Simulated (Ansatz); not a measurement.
## Slab of hcp Lu (10-10), 2 layers

The slab is cut from the hcp crystal, the stable phase, as relaxed on PAW files (26.03 Å³/atom), with 16 Å of vacuum and a dipole correction:

```yaml
crystal:
  lattice:
    - [3.38145, 0.00000, 0.00000]
    - [0.00000, 5.25787, 0.00000]
    - [0.00000, 0.00000, 16.97610]
  atoms:
    - { symbol: Lu, position: [0.75000, 0.75000, 0.47125] }
    - { symbol: Lu, position: [0.25000, 0.25000, 0.52875] }
```

All numbers are LDA results (scalar-relativistic) from Ansatz 0.2.0, with a Γ-centred 10×6×1 k mesh, Fermi–Dirac smearing of 0.1 eV, no spin polarisation. Methods: LAPW: all electrons, basis error target 1 meV/atom; PAW: frozen-core files, cutoff 420 eV.

The bulk energy comes from a cell in the slab's orientation on a 10×6×6 mesh. The surface energy is (E(slab) − N·E(bulk))/2A at zero smearing, the mean of both faces; thin slabs carry quantum-size effects.

Spin–orbit coupling is left out, which matters for the heavy atoms. The PAW files were made under PBE. The cell is 1×1, so reconstructions are forbidden, and in slabs of four or five layers the relaxations can be far larger than at a real surface.

Question: As cut, the LAPW slab lies 3.426 eV above 2 atoms of bulk. What surface energy is that?

Answer: Over two faces of 17.78 Å² it is 96.3 meV/Å², and times 16.02 J/m² per eV/Å² that gives γ = 1.544 J/m².

```
method  γ as cut (J/m²)  γ relaxed (J/m²)  Φ as cut (eV)  Φ relaxed (eV)
  LAPW            1.544             1.521           3.71            3.51
   PAW            1.544             1.521           3.71            3.51
```

Question: How do the spacings between the planes relax?

Answer: From the bottom face up: d12 +23.0 % of 0.976 Å.

Question: What changes if relativity is switched off, at the same positions?

Answer: LAPW then gives: no gap, work function 3.47 eV.

Question: What changes if the images along the normal are cut off in place of the dipole correction?

Answer: LAPW then gives: no gap, work function 3.51 eV; PAW: no gap, work function 3.51 eV.
